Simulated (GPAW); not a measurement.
# LiCl (Fm-3m): one start, several treatments of the self-energy

How much does the gap of LiCl (Fm-3m) depend on the approximation to the self-energy?

Main program and level: GPAW 26.7.0; LDA and many-body steps on it, plane waves.

The database entry behind the starting cell differs from later determinations by our own check (0.1 to 0.3 % short, probably kX units), so it need not match the best structure at ambient conditions.

## (1) Set-up

The structure is cubic, space group Fm-3m (No. 225). The conventional cell has a = 5.130 Å, b = 5.130 Å, c = 5.130 Å, α = 90.00°, β = 90.00°, γ = 90.00°. Nearest to Li lie 6 Cl at 2.56 Å. Nearest to Cl lie 6 Li at 2.56 Å. Farther neighbours and most contacts between anions are not listed.

Coordinates:

```cif
data_structure
_symmetry_space_group_name_H-M 'Fm-3m'
_symmetry_Int_Tables_number 225
_cell_length_a 5.1295
_cell_length_b 5.1295
_cell_length_c 5.1295
_cell_angle_alpha 90.000
_cell_angle_beta 90.000
_cell_angle_gamma 90.000
_cell_volume 134.97
loop_
_atom_site_label
_atom_site_type_symbol
_atom_site_symmetry_multiplicity
_atom_site_Wyckoff_symbol
_atom_site_fract_x
_atom_site_fract_y
_atom_site_fract_z
_atom_site_occupancy
Li1 Li 4 a 0.00000 0.00000 0.00000 1
Cl1 Cl 4 b 0.50000 0.00000 0.00000 1
```

The cell and positions come from the Crystallography Open Database and are kept as given unless a step says otherwise.

## (2) Empty states on the mesh, 6×6×6 mesh, 117 bands

This step: GPAW 26.7.0; DFT, LDA, plane waves, PAW.

The sums over transitions need many empty states on a uniform mesh; this step solves for them.

Contents of run.py:

```python
import json
import numpy as np
from gpaw.mpi import world
from gpaw import GPAW

calc = GPAW('gs.gpw').fixed_density(kpts={'size': (6, 6, 6), 'gamma': True},
    parallel={'domain': 1, 'band': 1},
    txt='nscf.txt')
calc.diagonalize_full_hamiltonian(nbands=117)
calc.write('full.gpw', mode='all')
res = {}
kpts = calc.get_ibz_k_points()
res['kpts'] = kpts
res['eigenvalues'] = [calc.get_eigenvalues(kpt=k) for k in range(len(kpts))]
res['n_electrons'] = calc.get_number_of_electrons()

if world.rank == 0:
    with open('result.json', 'w') as f:
        json.dump(res, f, default=lambda x: x.tolist())
```

Run with:

```console
$ mpirun -n 4 gpaw python run.py
```

Numbers of over 12 decimals in the logs are rounded to 6 here.

Log:

```text
Diagonalizing LCAO Hamiltonian
Converting LCAO to pw mode
convergence criteria:
- Maximum integral of absolute [eigenst]ate change: 4e-08 eV^2 / valence electron
maximum number of iterations: 100

SCF iterations
|iter     |     time |      energy | eigst |  dens |
|iter:   1|  |             | +1.26 |       |
|iter:   2|  |             | -0.12 |       |
|iter:   3|  |             | +0.03 |       |
[...]
|iter:   9|  |             | -6.16 |       |
|iter:  10|  |             | -6.87 |       |
|iter:  11|  |             | -7.56c|       |
SCF steps: 11
  __  _  _
 | _ |_)|_||  |
 |__||  | ||/\| - 26.7.0

Input parameters:
  mode=PW(ecut=600.0),
  convergence={'density': 1e-06, 'bands': -3},
  gpts=array([21, 21, 21]),
  kpts=MonkhorstPack(size=(6, 6, 6), gamma=True),
  maxiter=100,
  nbands=11,
  occupations=Occupations(name='fermi-dirac', width=0.001, fixmagmom=False),
  parallel={'domain': 1, 'band': 1},
  xc=XC(name='LDA')
Matrix size: 1139x1139
# Writing to full.gpw (mode='all')
  [... matrices ...]

timing:  # [seconds]
  Total: 7.487  # ━━━━━━━━━━━━━━━━━━━━━━━━━━━━━━━━━━━━━━━━━━━━━━━━━━━━━━━━━━━
```

Elapsed: 12 s, on 4 MPI ranks of Arm Neoverse V1, shared host; peak memory 1.1 GiB.

Numbers from this step:

| Item | Value |
| --- | --- |
| gap | 5.986 eV |
| k of the valence top | 0, 0, 0 |
| k of the conduction bottom | 0, 0, 0 |
| least direct gap | 5.986 eV |
| k points computed | 16 |
| lowest point of the top converged band, above the valence top | 120.6164 eV |

On this mesh the gap is 5.986 eV.

## (3) G0W0, Godby-Needs plasmon pole

Now the one-shot GW correction: screening in the RPA, then the self-energy of the levels asked for.

This step: G0W0 with a vertex from the rALDA kernel on LDA, plane waves, PAW.

Contents of run.py:

```python
import json
import numpy as np
from gpaw.mpi import world
from gpaw.response.g0w0 import G0W0

gw = G0W0('full.gpw',
    filename='gw',
    kpts=[0],
    bands=(2, 6),
    ecut=125,
    nbands=107,
    integrate_gamma='WS',
    ppa=True,
    xc='rALDA',
    fxc_mode=None,
    fxc_modes=['GWP', 'GWS', 'GWG'],
    do_GW_too=True)
gw.calculate()
res = {mode: {k: v for k, v in r.items() if k != 'sigma_eskwn'}
       for mode, r in gw.all_results.items()}

if world.rank == 0:
    with open('result.json', 'w') as f:
        json.dump(res, f, default=lambda x: x.tolist())
```

Run with:

```console
$ mpirun -n 4 gpaw python run.py
```

Log:

```text
Using integrator: PointIntegrator
FrequencyGridDescriptor(from 0.000+0.000j to 0.000+27.211j eV, 2 points)
Nonperiodic BCs:  [False False False]
Using integrator: PointIntegrator
FrequencyGridDescriptor(from 0.000+0.000j to 0.000+27.211j eV, 2 points)
Nonperiodic BCs:  [False False False]
  ___  _ _ _
 |   || | | |
 | | || | | |
 |__ ||_____|
 |___|

BZ k-points: Symmetries present (total): 48

  [... matrices ...]
216 k-points: 6 x 6 x 6 Monkhorst-Pack grid + [1/12,1/12,1/12]
16 k-points in the irreducible part of the Brillouin zone
       k-points in crystal coordinates                weights
   0:     0.00000000    0.00000000    0.00000000          1/216
   1:     0.16666667    0.16666667    0.00000000          6/216
   2:     0.16666667    0.16666667    0.16666667          8/216
   3:     0.33333333    0.16666667    0.16666667         12/216
   4:     0.33333333    0.33333333   -0.33333333         12/216
   5:     0.33333333    0.33333333    0.00000000          6/216
   6:     0.33333333    0.33333333    0.16666667         24/216
   7:     0.33333333    0.33333333    0.33333333          8/216
   8:     0.50000000    0.33333333   -0.33333333         24/216
   9:     0.50000000    0.33333333   -0.16666667         12/216
          ...
  15:     0.50000000    0.50000000    0.50000000          4/216

Distributing spins, k-points and bands (1 x 1 x 4) over 4 processes
Number of blocks: 1

Quasi particle states:
k-points (IBZ indices): [0]
Band range: (2, 6)
  [... matrices ...]
Computational parameters:
Plane wave cut-off: 125 eV
Number of bands: 107
Coulomb cutoff: None
Broadening: 0.1 eV

fxc modes: GW, GWG, GWP, GWS
Kernel: rALDA
Using Godby-Needs plasmon-pole approximation:
  Fitting energy: i*E0, E0 = 1.000 Hartree
Summing all q:

Calculating screened Coulomb potential
No Coulomb truncation
FrequencyGridDescriptor(from 0.000+0.000j to 0.000+27.211j eV, 2 points)
Removing empty qpoint cache files...

Calculating chi0 body with:
    Ground state adapter containing:
    Number of spins: 1
    Number of kpoints: 216
    Number of irreducible kpoints: 16
    Number of completely occupied states: 4
    Number of partially occupied states: 4
    Occupied states memory: 0.565247 M / cpu

    Linear response parametrization:
    q_c: [1.3877787807814457e-17, 1.3877787807814457e-17, 1.3877787807814457e-17]
    Number of frequency points: 2
    Planewave cutoff: 125.0
    Number of bands: 107
    Number of planewaves: 113
    Broadening (eta): 1e-06
    comm.size: 4
    kncomm.size: 4
    blockcomm.size: 1

    Memory estimate of potentially large arrays:
        chi0_wGG: 0.389679 M / cpu
Integrating chi0 body.

Symmetries of q_c:
    Direct symmetries (Uq -> q): 48
    Indirect symmetries (TUq -> q): 0
In total 48 allowed symmetries.

  [... matrices ...]
16 groups of equivalent kpoints. 92.592593% reduction.

Integral kind: response function
Integrating chi0 head and wings.

Symmetries of q_c:
    Direct symmetries (Uq -> q): 48
    Indirect symmetries (TUq -> q): 0
In total 48 allowed symmetries.

  [... matrices ...]
16 groups of equivalent kpoints. 92.592593% reduction.

Integral kind: response function wings
Calculating rALDA kernel at 125.0 eV cutoff
q point 0 complete
q point 1 complete
q point 2 complete
q point 3 complete
q point 4 complete
q point 5 complete
q point 6 complete
q point 7 complete
q point 8 complete
q point 9 complete
q point 10 complete
[... the further q-points ...]

Results:
f:      Occupation numbers
eps:     KS-eigenvalues [eV]
vxc:     KS vxc [eV]
exx:     Exact exchange [eV]
sigma:   Self-energies [eV]
dsigma:  Self-energy derivatives
Z:       Renormalization factors
qp:      QP-energies [eV]

k-point 0 (0): (0.000, 0.000, 0.000)                GWP
band       f     eps     vxc     exx   sigma  dsigma       Z      qp
                                                                  GWP
   2   1.000   0.540 -17.233 -21.238   2.178  -0.258   0.795  -0.912
   3   1.000   0.540 -17.233 -21.238   2.178  -0.258   0.795  -0.912
   4   0.000   6.526 -11.280  -6.445  -3.651  -0.195   0.837   7.518
   5   0.000  12.163 -10.136  -4.520  -4.026  -0.208   0.828  13.480
                                                                  GWS
   2   1.000   0.540 -17.233 -21.238   2.409  -0.220   0.820  -0.768
   3   1.000   0.540 -17.233 -21.238   2.409  -0.220   0.820  -0.768
[...]
GWG
[...]
GW
[...]
3   1.000   0.540 -17.233 -21.238   2.122  -0.241   0.806  -0.978
   4   0.000   6.526 -11.280  -6.445  -3.466  -0.181   0.847   7.685
   5   0.000  12.163 -10.136  -4.520  -3.816  -0.188   0.842  13.678
```

It took 2.4 min on 4 MPI ranks; peak memory 1.8 GiB.

Numbers from this step:

```
gap with the vertex in the polarisability    : 8.430 eV
gap with the vertex in the self-energy       : 8.945 eV
gap with the vertex in both                  : 8.734 eV
G0W0 gap on the points computed              : 8.663 eV
least direct G0W0 gap on the computed points : 8.663 eV
Z at the valence top                         : 0.8060
Z at the conduction bottom                   : 0.8469
starting gap on the mesh                     : 5.986 eV
k of the valence top                         : 0, 0, 0
k of the conduction bottom                   : 0, 0, 0
```

The gap on the mesh goes from 5.99 eV to 8.66 eV, a correction of +2.68 eV.

## (4) G0W0 with rALDA vertex

run.py, as its differences from that of step 3:

```diff
@@ -9,4 +9,4 @@
     bands=(2, 6),
-    ecut=125,
-    nbands=107,
+    ecut=75,
+    nbands=49,
     integrate_gamma='WS',
@@ -14,5 +14,3 @@
     xc='rALDA',
-    fxc_mode=None,
-    fxc_modes=['GWP', 'GWS', 'GWG'],
-    do_GW_too=True)
+    fxc_mode='GWG')
 gw.calculate()
```

Run with:

```console
$ mpirun -n 4 gpaw python run.py
```

Log:

```text
Using integrator: PointIntegrator
FrequencyGridDescriptor(from 0.000+0.000j to 0.000+27.211j eV, 2 points)
Nonperiodic BCs:  [False False False]
Using integrator: PointIntegrator
FrequencyGridDescriptor(from 0.000+0.000j to 0.000+27.211j eV, 2 points)
Nonperiodic BCs:  [False False False]
  ___  _ _ _
 |   || | | |
 | | || | | |
 |__ ||_____|
 |___|

BZ k-points: Symmetries present (total): 48

  [... matrices ...]
216 k-points: 6 x 6 x 6 Monkhorst-Pack grid + [1/12,1/12,1/12]
16 k-points in the irreducible part of the Brillouin zone
       k-points in crystal coordinates                weights
   0:     0.00000000    0.00000000    0.00000000          1/216
   1:     0.16666667    0.16666667    0.00000000          6/216
   2:     0.16666667    0.16666667    0.16666667          8/216
[...]
9:     0.50000000    0.33333333   -0.16666667         12/216
          ...
  15:     0.50000000    0.50000000    0.50000000          4/216

Distributing spins, k-points and bands (1 x 1 x 4) over 4 processes
Number of blocks: 1

Quasi particle states:
k-points (IBZ indices): [0]
Band range: (2, 6)
  [... matrices ...]
Computational parameters:
Plane wave cut-off: 75 eV
Number of bands: 49
Coulomb cutoff: None
Broadening: 0.1 eV

fxc modes: GWG
Kernel: rALDA
Using Godby-Needs plasmon-pole approximation:
  Fitting energy: i*E0, E0 = 1.000 Hartree
Summing all q:

Calculating screened Coulomb potential
No Coulomb truncation
FrequencyGridDescriptor(from 0.000+0.000j to 0.000+27.211j eV, 2 points)
Removing empty qpoint cache files...

Calculating chi0 body with:
    Ground state adapter containing:
    Number of spins: 1
    Number of kpoints: 216
    Number of irreducible kpoints: 16
    Number of completely occupied states: 4
    Number of partially occupied states: 4
    Occupied states memory: 0.565247 M / cpu

    Linear response parametrization:
    q_c: [1.3877787807814457e-17, 1.3877787807814457e-17, 1.3877787807814457e-17]
    Number of frequency points: 2
    Planewave cutoff: 75.0
    Number of bands: 49
    Number of planewaves: 59
    Broadening (eta): 1e-06
    comm.size: 4
    kncomm.size: 4
    blockcomm.size: 1

    Memory estimate of potentially large arrays:
        chi0_wGG: 0.106232 M / cpu
Integrating chi0 body.

Symmetries of q_c:
    Direct symmetries (Uq -> q): 48
    Indirect symmetries (TUq -> q): 0
In total 48 allowed symmetries.

  [... matrices ...]
16 groups of equivalent kpoints. 92.592593% reduction.

Integral kind: response function
Integrating chi0 head and wings.

Symmetries of q_c:
    Direct symmetries (Uq -> q): 48
    Indirect symmetries (TUq -> q): 0
In total 48 allowed symmetries.

  [... matrices ...]
16 groups of equivalent kpoints. 92.592593% reduction.

Integral kind: response function wings
Calculating rALDA kernel at 75.0 eV cutoff
q point 0 complete
q point 1 complete
q point 2 complete
[...]
q point 9 complete
q point 10 complete
[... the further q-points ...]

Results:
f:      Occupation numbers
eps:     KS-eigenvalues [eV]
vxc:     KS vxc [eV]
exx:     Exact exchange [eV]
sigma:   Self-energies [eV]
dsigma:  Self-energy derivatives
Z:       Renormalization factors
qp:      QP-energies [eV]

k-point 0 (0): (0.000, 0.000, 0.000)                GWG
band       f     eps     vxc     exx   sigma  dsigma       Z      qp
                                                                  GWG
   2   1.000   0.540 -17.233 -21.238   2.643  -0.229   0.814  -0.568
   3   1.000   0.540 -17.233 -21.238   2.643  -0.229   0.814  -0.568
   4   0.000   6.526 -11.280  -6.445  -3.013  -0.166   0.858   8.089
   5   0.000  12.163 -10.136  -4.520  -3.265  -0.177   0.850  14.161
```

Wall time 46 s (4 MPI ranks); peak memory 1.3 GiB; 3.1 min of CPU time.

This step gave:

- quasiparticle gap on the points computed: 8.658 eV
- least direct quasiparticle gap on the computed points: 8.658 eV
- Z at the valence top: 0.8137
- Z at the conduction bottom: 0.8580
- starting gap on the mesh: 5.986 eV
- k of the valence top: 0, 0, 0
- k of the conduction bottom: 0, 0, 0

Against G0W0 in GPAW (6×6×6 mesh, 107 bands, screening to 125 eV, Godby-Needs plasmon pole), the gap moves by −0.005 eV.

## (5) Side by side

Times are wall times on 4 MPI ranks of Arm Neoverse V1, shared host, good to a factor of about two.

```tsv
run	mesh	bands	screening cutoff (eV)	DFT gap (eV)	gap on the mesh (eV)	direct (eV)	time
G0W0, Godby-Needs plasmon pole	6×6×6	107	125	5.986	8.663	8.663	2.4 min
G0W0 with rALDA vertex	6×6×6	49	75	5.986	8.658	8.658	46 s
```

## (6) Results

| Item | Value |
| --- | --- |
| G0W0, Godby-Needs plasmon pole | 8.663 eV |
| G0W0 with rALDA vertex | 8.658 eV |
| known limits | not at the basis limit |

In words: G0W0 with rALDA vertex: −0.005 eV against G0W0, Godby-Needs plasmon pole, at other bands or cutoff, so not like for like. With the rALDA kernel as a vertex the gap is 8.43 eV (in the polarisability), 8.95 eV (in the self-energy) and 8.73 eV (in both), against 8.66 eV without. Bands and cutoff are finite, so the gap is not at the basis limit. The miss can reach some tenths of an eV and take either sign; the mesh is an error of its own. These stock PAW sets were not made for GW. In the G0W0 runs levels were corrected at 1 k point alone, so a gap called «on the mesh» is the least over those, and an edge elsewhere would be missed.

[Paths, hosts, dates, memory and timing lines, banners, echoed tables and standing remarks are left out of the program output.]

[Logs are printed without paths, hosts, clocks, repeated set-up lines and the standing remarks that a program may print on its own settings, such as how far it seeks lower states.]

[Runs of the session that timed out or met a known fault of the program may be left out.]

[Hosts, paths, dates, database ids (printed as entryN), source tags and the programs' standing remarks are cut or masked in the printed files.]
